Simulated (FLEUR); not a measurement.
NbC (Niobocarbide): equation of state with Wu-Cohen GGA

The system is NbC (Niobocarbide).

```xyz
2
Lattice="0.0000 2.2346 2.2346 2.2346 0.0000 2.2346 2.2346 2.2346 0.0000" Properties=species:S:1:pos:R:3 pbc="T T T"
Nb    0.0000    0.0000    0.0000
C     2.2346    2.2346    2.2346
```

```yaml
Program: FLEUR MaX-R8.1 (later development tree)
Task: equation of state
Functional: Wu-Cohen GGA
Potentials_or_basis: all-electron
Basis: FLAPW
Kmax: 4.83 1/bohr
k_mesh: 10 × 10 × 10
Occupations: fermi-dirac, width 0.05 eV
Spin: no spin polarisation
Gmax: 15 1/bohr
Muffin-tin_radii: Nb 2.3, C 1.49 bohr
lmax: Nb 9, C 8
Local_orbitals_a_species: Nb 5, C 3
```

```yaml
Equilibrium_volume: 11.06 Å³/atom
Bulk_modulus: 319 GPa
Pressure_derivative_of_the_bulk_modulus: "4.2 (rough: it moves with the points fitted)"
```

Energy against volume, from the lowest point:
```tsv
volume (Å³/atom)	energy (meV/atom)
10.488	31.23
10.711	10.59
11.158	0.00
11.604	23.69
11.827	46.35
```
